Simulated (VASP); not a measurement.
# Quasiparticle energies of AlN in VASP, part 2 of 4

Aim: the quasiparticle gap of AlN, and what it costs to get it. The cell has space group P6_3/mmc, a computed entry that need not be the common form of this compound. The start is a computed cell from the Materials Project.

VASP 6.6.1, plane waves and PAW; the level of theory is named at each step.

So far. Step 2 (Relaxation): The forces stay under 1e-4 eV/Å.

## Step 3: Ground state

This step: LDA; plane waves and PAW (Al_GW, N_GW) (VASP 6.6.1).

The orbitals come from a self-consistent LDA run with a tight EDIFF and a narrow smearing. KPOINTS_OPT adds the bands along a path, which shows whether the mesh holds the band edges.

Input file INCAR:

```
SYSTEM = AlN
PREC = Accurate
ENCUT = 450
EDIFF = 1E-08
NELM = 100
ISMEAR = 0
SIGMA = 0.01
LREAL = .FALSE.
ALGO = Normal
GGA = CA
NBANDS = 14
LORBIT = 11
LWAVE = .TRUE.
LCHARG = .FALSE.
KPAR = 4
```

Input file POSCAR:

```
AlN
1.0
    3.3121157418      0.0000000000      0.0000000000
   -1.6560578709      2.8683763727      0.0000000000
    0.0000000000      0.0000000000      4.1875630000
Al N
2 2
Direct
    0.6666666667      0.3333333333      0.2500000000
    0.3333333333      0.6666666667      0.7500000000
    0.6666666667      0.3333333333      0.7500000000
    0.3333333333      0.6666666667      0.2500000000
```

Input file KPOINTS:

```
Automatic mesh
0
Gamma
6 6 4
0 0 0
```

Input file KPOINTS_OPT:

```
Line mode
12
Line-mode
Reciprocal
  0.00000000   0.00000000   0.00000000 GAMMA
  0.50000000   0.00000000   0.00000000 M

  0.50000000   0.00000000   0.00000000 M
  0.33333333   0.33333333   0.00000000 K

  0.33333333   0.33333333   0.00000000 K
  0.00000000   0.00000000   0.00000000 GAMMA

  0.00000000   0.00000000   0.00000000 GAMMA
  0.00000000   0.00000000   0.50000000 A

  0.00000000   0.00000000   0.50000000 A
  0.50000000   0.00000000   0.50000000 L

  0.50000000   0.00000000   0.50000000 L
  0.33333333   0.33333333   0.50000000 H

  0.33333333   0.33333333   0.50000000 H
  0.00000000   0.00000000   0.50000000 A

  0.50000000   0.00000000   0.50000000 L
  0.50000000   0.00000000   0.00000000 M

  0.33333333   0.33333333   0.00000000 K
  0.33333333   0.33333333   0.50000000 H
```

The projector-augmented-wave data sets are Al_GW and N_GW (LDA family, release 64).

Started as:

```sh
> mpirun -np 4 vasp_std
```

The program printed:

```text
[banner, memory and clock lines left out]
running    4 mpi-ranks, on    1 nodes
 distrk:  each k-point on    1 cores,    4 groups
 distr:  one band on    1 cores,    1 groups

 POSCAR found type information on POSCAR AlN
 POSCAR found :  2 types and       4 ions
 LDA part: xc-table for (Slater(with rela. corr.)+CA(PZ))
 , standard interpolation
 POSCAR, INCAR and KPOINTS ok, starting setup
 FFT: planning ... GRIDC
 FFT: planning ... GRID_SOFT
 FFT: planning ... GRID
 WAVECAR not read
 entering main loop
       N       E                     dE             d eps       ncg     rms          rms(c)
DAV:   1     0.530681931466E+02    0.53068E+02   -0.67770E+03   588   0.926E+02
DAV:   2    -0.329965509371E+02   -0.86065E+02   -0.75620E+02   926   0.258E+02
DAV:   3    -0.371125723975E+02   -0.41160E+01   -0.40500E+01   780   0.497E+01
DAV:   4    -0.371730255778E+02   -0.60453E-01   -0.60310E-01   728   0.772E+00
DAV:   5    -0.371748960155E+02   -0.18704E-02   -0.18702E-02   822   0.118E+00    0.117E+01
DAV:   6    -0.326118389794E+02    0.45631E+01   -0.12860E+01   856   0.345E+01    0.285E+00
DAV:   7    -0.325427354693E+02    0.69104E-01   -0.62371E-01   726   0.522E+00    0.197E+00
DAV:   8    -0.324881509262E+02    0.54585E-01   -0.14574E-01   738   0.546E+00    0.627E-01
DAV:   9    -0.324808743223E+02    0.72766E-02   -0.30073E-02   924   0.186E+00    0.859E-02
DAV:  10    -0.324809898556E+02   -0.11553E-03   -0.81405E-04   696   0.232E-01    0.598E-02
DAV:  11    -0.324809386763E+02    0.51179E-04   -0.13479E-04   918   0.119E-01    0.114E-02
DAV:  12    -0.324809372268E+02    0.14495E-05   -0.31166E-06   768   0.191E-02    0.455E-03
DAV:  13    -0.324809367606E+02    0.46628E-06   -0.16856E-06   928   0.127E-02    0.146E-04
DAV:  14    -0.324809367303E+02    0.30203E-07   -0.30117E-08   738   0.143E-03    0.102E-04
DAV:  15    -0.324809367263E+02    0.40247E-08   -0.32333E-10   522   0.212E-04
   1 F= -.32480937E+02 E0= -.32480937E+02  d E =-.802631E-58
 Start KPOINTS_OPT (optional k-point list driver)
k-point batch [1-21\108]
       N       E                     dE             ncg
DAV:   1     0.183935664198E+04   -0.62564E+04      588
DAV:   2     0.217715930888E+03   -0.16216E+04      882
DAV:   3     0.127666392951E+03   -0.90050E+02      798
DAV:   4     0.125912751023E+03   -0.17536E+01      768
DAV:   5     0.125851993076E+03   -0.60758E-01      840
DAV:   6     0.125849619941E+03   -0.23731E-02      786
DAV:   7     0.125849521692E+03   -0.98249E-04      860
DAV:   8     0.125849516885E+03   -0.48079E-05      834
DAV:   9     0.125849516759E+03   -0.12548E-06      728
DAV:  10     0.125849516757E+03   -0.21276E-08      596
[...]
k-point batch [106-108\108]
       N       E                     dE             ncg
DAV:   1     0.107167467750E+05   -0.17433E+04       84
DAV:   2     0.105282948179E+05   -0.18845E+03      102
DAV:   3     0.105169254257E+05   -0.11369E+02      120
DAV:   4     0.105166666681E+05   -0.25876E+00       96
DAV:   5     0.105166543730E+05   -0.12295E-01      136
DAV:   6     0.105166541725E+05   -0.20045E-03      108
DAV:   7     0.105166541589E+05   -0.13636E-04      136
DAV:   8     0.105166541588E+05   -0.72252E-07      122
DAV:   9     0.105166541588E+05   -0.11823E-08      104
 writing wavefunctions
```

Run time: 13 s. Hardware: 4 MPI ranks of AMD EPYC 7R43, shared host; peak memory 0.45 GiB; 50 s of CPU time.

From OUTCAR (step 3):

```text
 Found     21 irreducible k-points:

   k-points           NKPTS =     21   k-points in BZ     NKDIM =     21   number of bands    NBANDS=     14

   dimension x,y,z NGX =    24 NGY =   24 NGZ =   30
   dimension x,y,z NGXF=    48 NGYF=   48 NGZF=   60

   ENCUT  =  450.0 eV  33.07 Ry    5.75 a.u.   5.73  5.73  7.24*2*pi/ulx,y,z

   NELECT =      16.0000    total number of electrons

 E-fermi :   6.8838

 k-point     1 :       0.0000    0.0000    0.0000
  band No.  band energies     occupation
    ...
      4       3.5005      2.00000
      5       3.5005      2.00000
      6       5.1670      2.00000
      7       5.1670      2.00000
      8       6.7726      2.00000
      9      10.0523      0.00000
     10      11.0107      0.00000
     11      14.8137      0.00000
     12      14.8137      0.00000
     13      17.7905      0.00000
    ...

 k-point     2 :       0.1667    0.0000    0.0000
  band No.  band energies     occupation
    ...
      4       2.4646      2.00000
      5       3.0992      2.00000
      6       4.2308      2.00000
      7       5.2877      2.00000
      8       6.2480      2.00000
      9      11.1620      0.00000
     10      12.0098      0.00000
     11      14.0293      0.00000
     12      15.6554      0.00000
     13      16.6029      0.00000
    ...

  Total       -2.5903663     -2.5903663     -2.7013566      0.0000000      0.0000000      0.0000000
  in kB     -104.3202864   -104.3202864   -108.7901312      0.0000000      0.0000000      0.0000000
  external PRESSURE =    -105.8102347 kB  Pullay stress =       0.0000000 kB

  energy-cutoff  :      450.00
  volume of cell :       39.78
      direct lattice vectors                 reciprocal lattice vectors
     3.312115742  0.000000000  0.000000000     0.301921816  0.174314642  0.000000000
    -1.656057871  2.868376373  0.000000000     0.000000000  0.348629284  0.000000000
     0.000000000  0.000000000  4.187563000     0.000000000  0.000000000  0.238802377

 POSITION                                       TOTAL-FORCE (eV/Angst)
 -----------------------------------------------------------------------------------
      1.65606      0.95613      1.04689         0.000000      0.000000      0.000000
     -0.00000      1.91225      3.14067         0.000000      0.000000      0.000000
      1.65606      0.95613      3.14067        -0.000000     -0.000000      0.000000
     -0.00000      1.91225      1.04689        -0.000000      0.000000      0.000000
 -----------------------------------------------------------------------------------
    total drift:                               -0.000000     -0.000000     -0.000000

  FREE ENERGIE OF THE ION-ELECTRON SYSTEM (eV)
  ---------------------------------------------------
  free  energy   TOTEN  =       -32.4809367263 eV

  energy  without entropy=      -32.4809367263  energy(sigma->0) =      -32.48093673

 total charge
# of ion       s       p       d       tot
------------------------------------------
    1        0.407   0.523   0.223   1.153
    2        0.407   0.523   0.223   1.153
    3        1.183   2.554   0.000   3.738
    4        1.183   2.554   0.000   3.738
--------------------------------------------------
tot          3.181   6.156   0.445   9.782

[... 3 parts as in an earlier step ...]

[... 7 further parts left out ...]
```

This step gave:

```
free energy (TOTEN)               : -32.48 eV
Fermi energy                      : 6.884 eV
pressure                          : -10.58 GPa
least gap on mesh and path        : 3.280 eV
least direct gap on mesh and path : 3.280 eV
```

The highest empty bands on the path are converged less tightly, to about 0.1 eV. Electronic bands along the path, in eV, zero at the valence-band top; v1 is the highest filled band, c1 the lowest empty one:

| point | v4 | v3 | v2 | v1 | c1 | c2 | c3 | c4 |
| --- | --- | --- | --- | --- | --- | --- | --- | --- |
| Γ | -3.27 | -1.61 | -1.61 | 0.00 | 3.28 | 4.24 | 8.04 | 8.04 |
| 0.45 of the way | -3.91 | -3.04 | -1.45 | -0.94 | 4.65 | 5.76 | 7.40 | 8.96 |
| M | -4.50 | -4.33 | -2.90 | -1.46 | 3.71 | 6.99 | 7.08 | 9.08 |
| 0.45 of the way | -4.54 | -4.28 | -3.06 | -1.94 | 4.67 | 5.93 | 7.75 | 8.81 |
| K | -4.54 | -3.77 | -3.77 | -2.55 | 5.07 | 6.05 | 8.61 | 8.61 |
| 0.55 of the way | -4.81 | -2.87 | -1.68 | -1.21 | 5.12 | 6.24 | 6.96 | 8.01 |
| Γ | -3.27 | -1.61 | -1.61 | 0.00 | 3.28 | 4.24 | 8.04 | 8.04 |
| 0.55 of the way | -3.01 | -1.91 | -1.91 | -1.59 | 4.52 | 4.99 | 7.78 | 7.78 |
| A | -2.48 | -2.48 | -2.48 | -2.48 | 5.57 | 5.57 | 8.24 | 8.24 |
| 0.45 of the way | -2.84 | -2.84 | -1.92 | -1.92 | 5.33 | 5.33 | 8.71 | 8.71 |
| L | -3.26 | -3.26 | -1.74 | -1.74 | 4.95 | 4.95 | 9.08 | 9.08 |
| 0.45 of the way | -4.22 | -4.22 | -1.18 | -1.18 | 5.60 | 5.60 | 8.87 | 8.87 |
| H | -5.18 | -5.18 | -0.82 | -0.82 | 6.75 | 6.75 | 7.92 | 7.92 |
| 0.45 of the way | -3.63 | -3.63 | -1.44 | -1.44 | 5.53 | 5.53 | 8.99 | 8.99 |
| A | -2.48 | -2.48 | -2.48 | -2.48 | 5.57 | 5.57 | 8.24 | 8.24 |
| jump to L | -3.26 | -3.26 | -1.74 | -1.74 | 4.95 | 4.95 | 9.08 | 9.08 |
| 0.55 of the way | -4.22 | -3.60 | -1.99 | -1.62 | 4.26 | 5.03 | 8.98 | 9.64 |
| M | -4.50 | -4.33 | -2.90 | -1.46 | 3.71 | 6.99 | 7.08 | 9.08 |
| jump to K | -4.54 | -3.77 | -3.77 | -2.55 | 5.07 | 6.05 | 8.61 | 8.61 |
| 0.55 of the way | -6.25 | -3.69 | -1.74 | -1.74 | 6.29 | 6.33 | 8.40 | 8.40 |
| H | -5.18 | -5.18 | -0.82 | -0.82 | 6.75 | 6.75 | 7.92 | 7.92 |

Of the projections kept (Al, N), the largest for each band there; the rest of the weight can lie on other orbitals:

| point | v4 | v3 | v2 | v1 | c1 | c2 | c3 | c4 |
| --- | --- | --- | --- | --- | --- | --- | --- | --- |
| Γ | N 0.75 | N 0.86 | N 0.86 | N 0.94 | N 0.72 | Al 0.88 | Al 0.95 | Al 0.95 |
| M | N 0.70 | N 0.66 | N 0.76 | N 0.83 | Al 0.91 | Al 0.58 | N 0.64 | Al 1.00 |
| K | N 0.64 | N 0.73 | N 0.73 | N 0.78 | Al 1.00 | N 0.68 | Al 0.56 | Al 0.56 |
| Γ | N 0.75 | N 0.86 | N 0.86 | N 0.94 | N 0.72 | Al 0.88 | Al 0.95 | Al 0.95 |
| A | N 0.79 | N 0.79 | N 0.79 | N 0.79 | N 0.58 | N 0.58 | Al 0.98 | Al 0.98 |
| L | N 0.74 | N 0.74 | N 0.85 | N 0.85 | Al 0.52 | Al 0.52 | Al 0.90 | Al 0.90 |

The electronic bands as a text plot (rows in eV, shown from -7.5 to 7.2 only):

```
    6.9 |     +++      ++++                   +                ++
    6.3 |    +   +  +  + +                  ++ +           +++++
    5.7 |   +     ++ ++   +      ++++           +++++++   +  +
    5.1 |  +       +++ ++++     ++   +++++++           + +  +
    4.5 |+++++    +        +++++                        ++
    3.9 | +   ++++         +                              ++
    3.3 |+                  +++
    2.6 |
    2.0 |
    1.4 |
    0.8 |
    0.2 |*                  **
   -0.4 | **               *  *
   -1.0 |   *            **    *           *******      *      **
   -1.6 |**********     ********     ******       **   * ***  *
   -2.3 | *   *    *****   *    *****               *******
   -2.9 |  **  ****   * ***    ***  ****           *** **  ***
   -3.5 |*** *     *** *   ****   *     ***       *   ** *  * *
   -4.1 |   ***********   *        *       *     *   *  ***    *
   -4.7 |  **  ********  **      *  *       *  **   *     ***   *
   -5.3 |     *        **       *    *       **    *      *  *  *
   -5.9 |    **        ***     *      *           *      *     *
   -6.5 | ***  ********   **  *        *        **      *  *****
   -7.1 |*                  **          ********       ****     *
         Γ      M   K        Γ    A      L    H      A|L  M|K   H
```

The cell has a gap of 3.28 eV on mesh and path and a pressure of -10.6 GPa, which holds the misfit of the given cell and coordinates with this functional, and any error of cutoff, mesh and data sets.

## Step 4: Empty bands

ALGO = Exact makes the empty bands from the converged ground state in one step. LOPTICS writes the k-derivatives of the orbitals (WAVEDER), which give the long-wavelength limit of the screening.

Input file INCAR:

```
SYSTEM = AlN
PREC = Accurate
ENCUT = 450
ISMEAR = 0
SIGMA = 0.01
LREAL = .FALSE.
GGA = CA
NBANDS = 36
ALGO = Exact
NELM = 1
LWAVE = .TRUE.
LCHARG = .FALSE.
LOPTICS = .TRUE.
NEDOS = 1000
CSHIFT = 0.1
```

POSCAR is that of step 3.

KPOINTS is that of step 3.

Started as:

```sh
> mpirun -np 4 vasp_std
```

The program printed:

```text
[banner, memory and clock lines left out]
running    4 mpi-ranks, on    1 nodes
 distrk:  each k-point on    4 cores,    1 groups
 distr:  one band on    1 cores,    4 groups

 POSCAR found type information on POSCAR AlN
 POSCAR found :  2 types and       4 ions
 LDA part: xc-table for (Slater(with rela. corr.)+CA(PZ))
 , standard interpolation
 found WAVECAR, reading the header
  number of bands has changed, file:    14 present:    36
  trying to continue reading WAVECAR, but it might fail
 POSCAR, INCAR and KPOINTS ok, starting setup
 FFT: planning ... GRIDC
 FFT: planning ... GRID_SOFT
 FFT: planning ... GRID
 reading WAVECAR
 random initialization beyond band           14
 the WAVECAR file was read successfully
 initial charge from wavefunction
 entering main loop
       N       E                     dE             d eps       ncg     rms          rms(c)
DIA:   1    -0.324809367255E+02   -0.32481E+02    0.00000E+00     0   0.000E+00
   1 F= -.32480937E+02 E0= -.32480937E+02  d E =-.261239E-24
 writing wavefunctions
 optical routines
 imaginary and real dielectric function
 recalculating local potential from charge density
 direction            1
 direction            2
 direction            3
```

Wall time 15 s (4 MPI ranks); peak memory 0.71 GiB.

OUTCAR, selected parts (step 4):

```text
 Found     21 irreducible k-points:

   k-points           NKPTS =     21   k-points in BZ     NKDIM =     21   number of bands    NBANDS=     36

   NELECT =      16.0000    total number of electrons

 E-fermi :   6.8407

  Total       -2.5904238     -2.5904238     -2.7013955      0.0000000     -0.0000000      0.0000000
  in kB     -104.3225997   -104.3225997   -108.7916977      0.0000000     -0.0000000      0.0000000
  external PRESSURE =    -105.8122991 kB  Pullay stress =       0.0000000 kB

 POSITION                                       TOTAL-FORCE (eV/Angst)
 -----------------------------------------------------------------------------------
      1.65606      0.95613      1.04689        -0.000000      0.000000      0.000000
     -0.00000      1.91225      3.14067         0.000000      0.000000      0.000000
      1.65606      0.95613      3.14067        -0.000000      0.000000      0.000000
     -0.00000      1.91225      1.04689        -0.000000     -0.000000      0.000000
 -----------------------------------------------------------------------------------
    total drift:                               -0.000000     -0.000000     -0.000000

  FREE ENERGIE OF THE ION-ELECTRON SYSTEM (eV)
  ---------------------------------------------------
  free  energy   TOTEN  =       -32.4809367255 eV

  energy  without entropy=      -32.4809367255  energy(sigma->0) =      -32.48093673

 plasma frequency squared (from intraband transitions) (eV^2)
  --------------------------------------------------------------------------------------
       0.000       0.000       0.000
       0.000       0.000       0.000
       0.000       0.000       0.000

[... 15 parts as in an earlier step ...]
```

The gap is read on the k-mesh alone, so it is an upper bound where the band edges lie off the mesh.

A gap read on the k-mesh alone can miss the band edges.

Numbers from this step:

| Quantity | Value |
| --- | --- |
| gap on the k-mesh | 3.280 eV |
| least direct gap on the k-mesh | 3.280 eV |

WAVECAR now holds 36 bands for 16 electrons. Its independent-particle dielectric tensor has xx, yy, zz = 4.8, 4.8, 5.2 on this mesh, which isn't tested for convergence in mesh or bands and lacks local fields.

[end of part 2 of 4]

[Lines on the potential files, build, host, timing and source positions are cut from VASP's logs without a mark.]

[Logs are printed without paths, hosts, clocks, repeated set-up lines and the standing remarks that a program may print on its own settings, such as how far it seeks lower states.]

[Hosts, paths, dates, database ids (printed as entryN), source tags and the programs' standing remarks are cut or masked in the printed files.]

[Pressures printed for these runs are not shown converged in the cutoff: they can be off by several GPa and have the wrong sign.]

[In band tables of VASP the shares of atoms and orbitals are scaled to a sum of 1 inside the atoms' spheres.]
